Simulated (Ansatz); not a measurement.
# KI: the cost of one run

Method: DFT PBEsol, scalar-relativistic, plane waves, PAW, in Ansatz 0.2.0.

2 further runs of the same task are left out: 1 that didn't finish, 1 set aside as unsound or not needed.

## 1. Starting point

The structure is cubic, space group Fm-3m (No. 225). Conventional cell: a = 7.006 Å, b = 7.006 Å, c = 7.006 Å, α = 90.00°, β = 90.00°, γ = 90.00°. Around K (site symmetry m-3m) lie 6 I at 3.50 Å. I (site symmetry m-3m) has 6 K at 3.50 Å as nearest neighbours.

As a file:

```cif
data_structure
_symmetry_space_group_name_H-M 'P 1'
_symmetry_Int_Tables_number 1
_cell_length_a 4.9540
_cell_length_b 4.9540
_cell_length_c 4.9540
_cell_angle_alpha 60.000
_cell_angle_beta 60.000
_cell_angle_gamma 60.000
_cell_volume 85.97
loop_
_atom_site_label
_atom_site_type_symbol
_atom_site_fract_x
_atom_site_fract_y
_atom_site_fract_z
_atom_site_occupancy
K1 K 0.00000 0.00000 0.00000 1
I1 I 0.50000 0.50000 0.50000 1
```

This cell was relaxed beforehand with the same method: volume 42.98 Å³/atom, gap on the mesh 3.87 eV.

## 2. The bulk's band edges

input.yaml reads:

```yaml
crystal:
  lattice:
    - [0.0, 3.5029897948, 3.5029897948]
    - [3.5029897948, 0.0, 3.5029897948]
    - [3.5029897948, 3.5029897948, 0.0]
  atoms:
    - { symbol: K, position: [0.0, 0.0, 0.0] }
    - { symbol: I, position: [0.5, 0.5, 0.5] }
basis:
  ecutwfc: 420
kpoints:
  mp_grid: { grid: [6, 6, 6] }
  band_path: { path: [VBM, CBM], npoints: 2 }
hamiltonian:
  xc: pbesol
scf:
  occupations: { method: gaussian, width: 0.02 }
output:
  forces: true
  stress: true
  eigenvalues: true
```

Run with:

```console
$ ansatz run input.yaml --threads 1 --pin off --max-ram 3072MiB --backend cpu --events-out ev --progress --plain --runs-dir out
```

Q: Estimate wall time and peak memory on 1 thread of an Arm CPU, shared host.

About 2.7 s, with a peak of 0.32 GiB.
